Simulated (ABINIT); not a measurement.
# MoS2 in ABINIT: relaxation of cell and atoms with PBEsol

Aim: the relaxation of cell and atoms of MoS2 with PBEsol.

Program: ABINIT 10.8.3 (patched build). These are calculated values, not measurements. Logs are shortened: lines on timing, memory, paths and dates and some standing lists are left out, and cuts for length are marked. The log counts tension as positive stress, the text compression.

## 1. The slab as given

The cell holds a slab with vacuum, 3 atoms: a = 3.184 Å, b = 3.184 Å, c = 17.335 Å, α = 90.00°, β = 90.00°, γ = 120.00°.

## 2. Relaxation of cell and atoms, PBEsol

run.abi reads:

```
# Pseudopotentials
pp_dirpath "./"
pseudos "Mo.GGA_PBE-JTH.xml, S.GGA_PBE-JTH.xml"

# Structure
acell 3.1841260822 3.1841260822 17.33459995 Angstrom
rprim
     1.0000000000     0.0000000000     0.0000000000
    -0.5000000000     0.8660254038     0.0000000000
     0.0000000000     0.0000000000     1.0000000000
ntypat 2
znucl 42 16
natom 3
typat 1 2 2
xcart
     0.0000000000     0.0000000000     0.0000000000
    -0.0000000002     1.8383560508    15.7832749434
    -0.0000000002     1.8383560508     1.5513250066 Angstrom
chkprim 0
chksymtnons 0
tolsym 1.0e-6

# Plane-wave basis
ecut 20.0
pawecutdg 40.0
pawxcdev 0

# k points
kptopt 1
ngkpt 8 8 2
nshiftk 1
shiftk 0.0 0.0 0.0

# Exchange and correlation
ixc -116133

# Bands and occupations
nband 17
occopt 3
tsmear 0.05 eV

# SCF cycle
nstep 100
tolvrs 1.0e-9

# Output
iomode 3
prtwf 0
prtden 0
prteig 0
prtebands 0
prtvol 2

# Relaxation
ionmov 2
ntime 60
tolmxf 0.0005
optcell 2
dilatmx 1.08
ecutsm 0.5
```

Potentials or basis: JTH PAW PBE v2.0.

Launch:

```console
> abinit run.abi > log 2>&1
```

run.abo:

```text
.Version 10.8.3 of ABINIT
 Symmetries : space group P-6 m 2 (#187); Bravais hP (primitive hexag.)
================================================================================
 Values of the parameters that define the memory need of the present run
     intxc =       0    ionmov =       2      iscf =      17    lmnmax =      18
     lnmax =       6     mgfft =     144  mpssoang =       3    mqgrid =   10073
     natom =       3  nloc_mem =       2    nspden =       1   nspinor =       1
    nsppol =       1      nsym =      12    n1xccc =       1    ntypat =       2
    occopt =       3   xclevel =       2
       mpw =        5582          nfft =      129600          nkpt =          20
 PAW method is used; the additional fine FFT grid is defined by:
   mgfftf=       216    nfftf =    345600
================================================================================
================================================================================

--------------------------------------------------------------------------------
------------- Echo of variables that govern the present computation ------------
--------------------------------------------------------------------------------
 -outvars: echo values of preprocessed input variables --------
            acell      6.0171262457E+00  6.0171262457E+00  3.2757646408E+01 Bohr
              amu      9.59400000E+01  3.20660000E+01
          chkprim           0
      chksymtnons           0
          dilatmx      1.08000000E+00
             ecut      2.00000000E+01 Hartree
           ecutsm      5.00000000E-01 Hartree
           ionmov           2
              ixc     -116133
         kptrlatt        8    0    0      0    8    0      0    0    2
          kptrlen      4.81370100E+01
            natom           3
            nband          17
            ngfft          30      30     144
          ngfftdg          40      40     216
             nkpt          20
            nstep         100
             nsym          12
            ntime          60
           ntypat           2
           occopt           3
          optcell           2
        pawecutdg      4.00000000E+01 Hartree
         pawxcdev           0
           prtden           0
        prtebands           0
           prteig           0
           prtvol           2
            prtwf           0
            rprim      1.0000000000E+00  0.0000000000E+00  0.0000000000E+00
                      -5.0000000000E-01  8.6602540380E-01  0.0000000000E+00
                       0.0000000000E+00  0.0000000000E+00  1.0000000000E+00
          spgroup         187
           tolmxf      5.00000000E-04
           tolsym      1.00000000E-06
           tolvrs      1.00000000E-09
           tsmear      1.83746611E-03 Hartree
            typat      1  2  2
           useylm           1
           xangst      0.0000000000E+00  0.0000000000E+00  0.0000000000E+00
                       9.7749758038E-17  1.8383560507E+00  1.5783274943E+01
                       9.7749758038E-17  1.8383560507E+00  1.5513250066E+00
            xcart      0.0000000000E+00  0.0000000000E+00  0.0000000000E+00
                       1.8472027157E-16  3.4739894578E+00  2.9826067013E+01
                       1.8472027157E-16  3.4739894578E+00  2.9315793947E+00
             xred      0.0000000000E+00  0.0000000000E+00  0.0000000000E+00
                       3.3333333333E-01  6.6666666667E-01  9.1050702000E-01
                       3.3333333333E-01  6.6666666667E-01  8.9492979998E-02
            znucl       42.00000   16.00000

================================================================================

 chkinp: Checking input parameters for consistency.

================================================================================
== DATASET  1 ==================================================================

--- !DatasetInfo
iteration_state: {dtset: 1, }
dimensions: {natom: 3, nkpt: 20, mband: 17, nsppol: 1, nspinor: 1, nspden: 1, mpw: 5582, }
cutoff_energies: {ecut:  20.0, pawecutdg:  40.0, }
electrons: {nelect:   2.60000000E+01, charge:   0.00000000E+00, occopt:   3.00000000E+00, tsmear:   1.83746611E-03, }
meta: {optdriver: 0, ionmov: 2, optcell: 2, iscf: 17, paral_kgb: 0, }
...

 Real(R)+Recip(G) space primitive vectors, cartesian coordinates (Bohr,Bohr^-1):
 R(1)=  6.0171262  0.0000000  0.0000000  G(1)=  0.1661923  0.0959512  0.0000000
[... 1007 lines left out ...]
  1.87E-13
 reduced coordinates (array xred) for    3 atoms
       0.000000000000      0.000000000000      0.000000000000
       0.333333333333      0.666666666667      0.910183046731
       0.333333333333      0.666666666667      0.089816953269
 rms dE/dt=  1.1829E-03; max dE/dt=  2.5093E-03; dE/dt below (all hartree)
    1      -0.000000000000      0.000000000000      0.000000000000
    2      -0.000000000000      0.000000000000      0.002509288597
    3      -0.000000000000      0.000000000000     -0.002509288597

 cartesian coordinates (angstrom) at end:
    1      0.00000000000000     0.00000000000000     0.00000000000000
    2      0.00000000000000     1.81386797033528    15.80342371795796
    3      0.00000000000000     1.81386797033528     1.55948341892154

 cartesian forces (hartree/bohr) at end:
    1      0.00000000000000     0.00000000000000    -0.00000000000000
    2     -0.00000000000000    -0.00000000000000    -0.00007647672879
    3     -0.00000000000000    -0.00000000000000     0.00007647672879
 frms,max,avg= 3.6051476E-05 7.6476729E-05   0.000E+00  0.000E+00  0.000E+00 h/b

 cartesian forces (eV/Angstrom) at end:
    1      0.00000000000000     0.00000000000000    -0.00000000000000
    2     -0.00000000000000    -0.00000000000000    -0.00393259151087
    3     -0.00000000000000    -0.00000000000000     0.00393259151087
 frms,max,avg= 1.8538414E-03 3.9325915E-03   0.000E+00  0.000E+00  0.000E+00 e/A
 length scales=  5.936974269085  5.936974269165 32.811139238272 bohr
              =  3.141711482786  3.141711482828 17.362907136879 angstroms
 Fermi (or HOMO) energy (hartree) =  -0.00537   Average Vxc (hartree)=  -0.16534
 Eigenvalues (hartree) for nkpt=  20  k points:
 kpt#   1, nband= 17, wtk=  0.00781, kpt=  0.0000  0.0000  0.0000 (reduced coord)
  -2.27106   -1.32284   -1.31319   -1.31319   -0.56259   -0.51251   -0.25140   -0.13527
  -0.13527   -0.10769   -0.09267   -0.09267   -0.04249    0.06684    0.06684    0.07668
   0.07668
      occupation numbers for kpt#   1
   2.00000    2.00000    2.00000    2.00000    2.00000    2.00000    2.00000    2.00000
   2.00000    2.00000    2.00000    2.00000    2.00000    0.00000    0.00000    0.00000
   0.00000
 kpt#   2, nband= 17, wtk=  0.04688, kpt=  0.1250  0.0000  0.0000 (reduced coord)
  -2.27082   -1.32237   -1.31557   -1.31373   -0.55365   -0.50884   -0.24169   -0.15352
  -0.13688   -0.12602   -0.10587   -0.07823   -0.04686    0.05536    0.05850    0.06718
   0.08116
      occupation numbers for kpt#   2
   2.00000    2.00000    2.00000    2.00000    2.00000    2.00000    2.00000    2.00000
   2.00000    2.00000    2.00000    2.00000    2.00000    0.00000    0.00000    0.00000
   0.00000
 kpt#   3, nband= 17, wtk=  0.04688, kpt=  0.2500  0.0000  0.0000 (reduced coord)
[... 128 lines left out ...]
  -2.26940   -1.32611   -1.31986   -1.31958   -0.48921   -0.48193   -0.23277   -0.22547
  -0.17247   -0.16139   -0.14925   -0.09977   -0.05843    0.04381    0.07035    0.07586
   0.13661
      occupation numbers for kpt#  19
   2.00000    2.00000    2.00000    2.00000    2.00000    2.00000    2.00000    2.00000
   2.00000    2.00000    2.00000    2.00000    2.00000    0.00000    0.00000    0.00000
   0.00000
 kpt#  20, nband= 17, wtk=  0.04688, kpt=  0.3750  0.2500  0.5000 (reduced coord)
  -2.26922   -1.32629   -1.32168   -1.31924   -0.47920   -0.47743   -0.24061   -0.22675
  -0.18579   -0.15919   -0.15211   -0.11505   -0.04434    0.03373    0.07665    0.09037
   0.14322
      occupation numbers for kpt#  20
   2.00000    2.00000    2.00000    2.00000    2.00000    2.00000    2.00000    2.00000
   2.00000    2.00000    2.00000    2.00000    2.00000    0.00000    0.00000    0.00000
   0.00000
 Total charge density [el/Bohr^3]
)     Maximum=    1.3279E+00  at reduced coord.    0.0000    0.0000    0.0000
)Next maximum=    1.3103E+00  at reduced coord.    0.9750    0.9750    0.0000
)     Minimum=   -2.1449E-01  at reduced coord.    0.3250    0.6500    0.0880
)Next minimum=   -2.1449E-01  at reduced coord.    0.3250    0.6750    0.0880
   Integrated=    2.6000E+01

--- !EnergyTerms
iteration_state     : {dtset: 1, itime: 7, icycle: 1, }
comment             : Components of total free energy in Hartree
kinetic             :  1.86184696202464E+01
hartree             :  2.33104844493351E+02
xc                  : -1.12008340079189E+01
Ewald energy        :  1.54641424761318E+02
psp_core            :  8.87201787086743E-01
local_psp           : -4.98235856270914E+02
PAW spherical_terms :  1.26299508035940E+01
internal            : -8.95547988132375E+01
'-kT*entropy'       : -1.62905734575606E-11
total_energy        : -8.95547988132538E+01
total_energy_eV     : -2.43691022068857E+03
...

--- !EnergyTermsDC
iteration_state     : {dtset: 1, itime: 7, icycle: 1, }
comment             : '"Double-counting" decomposition of free energy'
band_energy         : -1.65231962567966E+01
Ewald energy        :  1.54641424761318E+02
psp_core            :  8.87201787086743E-01
xc_dc               : -2.31665907680581E+02
PAW spherical_terms :  3.10569203364695E+00
internal            : -8.95547853553262E+01
'-kT*entropy'       : -1.62905734575606E-11
total_energy_dc     : -8.95547853553425E+01
total_energy_dc_eV  : -2.43690985448015E+03
...

--- !EnergyTermsWithPAWCore
iteration_state     : {dtset: 1, itime: 7, icycle: 1, }
comment             : 'Components of total free energy, including PAW core contributions'
Total energy        : -4.84411009160342E+03
Total energy DC     : -4.84411007814551E+03
Total energy (eV)   : -1.31814950720675E+05
Total energy DC (eV): -1.31814950354467E+05
...

 rms coord change=  1.5272E-04   atom, delta coord (reduced):
     1        0.000000000000      0.000000000000      0.000000000000
     2        0.000000000000      0.000000000000     -0.000323973271
     3        0.000000000000      0.000000000000      0.000323973271

 Cartesian components of stress tensor (hartree/bohr^3)
  sigma(1 1)= -1.39630662E-06  sigma(3 2)=  0.00000000E+00
  sigma(2 2)= -1.39630665E-06  sigma(3 1)=  0.00000000E+00
  sigma(3 3)= -8.31541039E-07  sigma(2 1)=  0.00000000E+00

-Cartesian components of stress tensor (GPa)         [Pressure=  3.5542E-02 GPa]
- sigma(1 1)= -4.10807589E-02  sigma(3 2)=  0.00000000E+00
- sigma(2 2)= -4.10807599E-02  sigma(3 1)=  0.00000000E+00
- sigma(3 3)= -2.44647820E-02  sigma(2 1)=  0.00000000E+00

== END DATASET(S) ==============================================================
================================================================================

 -outvars: echo values of variables after computation  --------
            acell      5.9369742691E+00  5.9369742692E+00  3.2811139238E+01 Bohr
           etotal     -8.9554785355E+01
            fcart      3.6283064081E-28  2.4439376283E-28 -0.0000000000E+00
                      -1.8141532040E-28 -6.9826789379E-29 -7.6476728790E-05
                      -1.8141532040E-28 -1.7456697345E-28  7.6476728790E-05
            rprim      1.0000000000E+00  0.0000000000E+00  0.0000000000E+00
                      -4.9999999999E-01  8.6602540379E-01  0.0000000000E+00
                       0.0000000000E+00  0.0000000000E+00  1.0000000000E+00
           strten     -1.3963066158E-06 -1.3963066476E-06 -8.3154103933E-07
                       0.0000000000E+00  0.0000000000E+00  0.0000000000E+00
           xangst      5.0484452079E-28  2.1200948783E-28  0.0000000000E+00
                       2.0200622685E-17  1.8138679703E+00  1.5803423718E+01
                       2.0200622685E-17  1.8138679703E+00  1.5594834189E+00
             xred      1.9965176914E-28  7.7921690477E-29  0.0000000000E+00
                       3.3333333333E-01  6.6666666667E-01  9.1018304673E-01
                       3.3333333333E-01  6.6666666667E-01  8.9816953269E-02
 Calculation completed.
```

Wall time 13 min (1 thread of Intel Xeon 6975P-C (Granite Rapids), shared host); peak memory 0.24 GiB.

What came out:

* Free energy: -2436.9099 eV
* Relaxed volume: 49.47 Å³/atom
* Relaxed cell: a = 3.142 Å, b = 3.142 Å, c = 17.363 Å, α = 90.00°, β = 90.00°, γ = 120.00°
* Space group after relaxing (to 0.05 Å): P-6m2 (No. 187)
* Energy gained by relaxing: 5.5 meV/atom
* Ionic steps: 7
* Largest force after relaxing: 0.004 eV/Å
* Band gap on the k mesh: 2.07 eV, indirect (least direct gap 2.12 eV)
* Valence electrons inside the program's atomic spheres: Mo 11.30; S 3.59

Forces on the atoms (eV/Å):
```
Mo   0.000  0.000  0.000
S    0.000  0.000 -0.004
S    0.000  0.000  0.004
```

The path:
```
step  energy change (eV)  largest force (eV/Å)  pressure (GPa)  volume (Å³)
   1              0.0000                0.1190           -1.07       152.20
   2             -0.0038                0.0533           -0.84       151.70
   3             -0.0122                0.1711           -0.05       149.66
   4             -0.0137                0.1812            0.11       149.11
   5             -0.0157                0.1104            0.17       148.42
   6             -0.0163                0.0323            0.08       148.31
   7             -0.0164                0.0039            0.04       148.42
```

Final structure:
```xyz
3
Lattice="3.1417 0.0000 0.0000 -1.5709 2.7208 0.0000 0.0000 0.0000 17.3629" Properties=species:S:1:pos:R:3 pbc="T T T"
Mo    0.0000    0.0000    0.0000
S     0.0000    1.8139   15.8034
S     0.0000    1.8139    1.5595
```

Levels at points of the mesh, in eV from the valence-band top:
```tsv
k point	band 9	band 10	band 11	band 12	band 13	band 14	band 15	band 16	band 17
(0.00, 0.00, 0.00)	-2.52	-1.77	-1.37	-1.37	0.00	2.97	2.97	3.24	3.24
(0.50, 0.00, 0.00)	-4.08	-3.11	-1.84	-0.80	-0.58	2.49	2.99	4.03	4.55
(0.00, 0.00, 0.50)	-2.52	-1.77	-1.37	-1.37	0.00	2.97	2.97	3.24	3.24
(0.50, 0.00, 0.50)	-4.08	-3.11	-1.84	-0.80	-0.58	2.49	2.99	4.03	4.55
```

Caveat: the PAW data sets were made with another functional, which shifts forces and pressure a little. As with any semilocal functional, this PBEsol gap is likely too small.
